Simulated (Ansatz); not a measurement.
## Band structure of BaTiO₃

```xyz
5
Lattice="3.9998 0.0000 0.0000 0.0000 3.9998 0.0000 0.0000 0.0000 4.0180" Properties=species:S:1:pos:R:3 pbc="T T T"
Ba    0.0000    0.0000    0.0000
Ti    1.9999    1.9999    1.9367
O     1.9999    1.9999    0.0643
O     1.9999    0.0000    2.0693
O     0.0000    1.9999    2.0693
```

Atom numbers follow the list: Ba1, Ti2, O3, O4, O5.

Conventional cell: a = 4.000 Å, b = 4.000 Å, c = 4.018 Å, α = 90.00°, β = 90.00°, γ = 90.00°. Ba (atom 1) has 12 O at 2.79 to 2.88 Å as nearest neighbours. Around Ti (atom 2) lie 6 O at 1.87 to 2.15 Å. O (atom 3) is surrounded by 2 Ti at 1.87 to 2.15 Å. O (atom 4) has 2 Ti at 2.00 Å as nearest neighbours.

The cell is COD entry 2100858, as deposited and not checked against the literature; nothing was relaxed.

Spin–orbit coupling is left out, though it moves levels of the heavy atoms by tenths of an eV or more.

Computed with DFT, PBE, all-electron LAPW, scalar-relativistic (Ansatz 0.2.0).

Settings: a Γ-centred 7×7×7 k mesh, Fermi–Dirac smearing of 0.08 eV, basis error target 1 meV/atom, no spin polarisation.

Points in fractions of the reciprocal vectors of this cell: Γ (0, 0, 0), X (0, 0.5, 0), M (0.5, 0.5, 0), Z (0, 0, 0.5), R (0, 0.5, 0.5), A (0.5, 0.5, 0.5). The path joins them by straight lines in the order Γ–X–M–Γ–Z–R–A–Z–X; legs that retrace an earlier one aren't tabulated. Energies are in eV from the top of the valence band.

Question: Is there a gap, and where are the band edges?

Answer: 1.83 eV, indirect from A (0.5, 0.5, 0.5) to Γ.

Question: List the levels between -20 and 5 eV at the symmetry points.

Answer: 
Γ: -16.89, -16.26, -16.17, -9.90 (×2), -9.90, -2.32, -2.31 (×2), -1.31 (×2), -1.17, -0.33, -0.30 (×2), 1.83, 2.12 (×2), 4.04, 4.19
X: -17.13, -16.20, -15.89, -9.73 (×2), -9.50, -3.94, -2.80, -2.74, -2.19, -1.89, -1.81, -1.69, -0.99, -0.85, 2.23, 3.52, 3.57, 4.13
M: -16.62, -16.12 (×2), -9.96 (×2), -9.52, -4.27, -3.98, -3.77, -2.66 (×2), -1.76, -1.00 (×2), -0.05, 3.59 (×2), 3.98, 4.73
Z: -17.07, -16.14, -16.02, -9.74 (×2), -9.47, -4.05, -2.77 (×2), -1.97 (×2), -1.91, -1.90, -0.67 (×2), 1.96, 3.62 (×2), 4.04
R: -16.50, -16.25, -16.12, -9.95, -9.92, -9.52, -4.28, -4.05, -3.81, -2.83, -2.63, -1.70, -0.88, -0.86, -0.16, 3.56, 3.65, 3.98, 4.88
A: -16.08, -15.95 (×2), -10.62 (×2), -10.59, -4.47, -3.81, -3.75, -2.41 (×2), -2.35, -0.12 (×2), 0.00, 4.20, 4.20 (×2)

Kohn–Sham gaps of semilocal functionals usually fall short of measured ones.
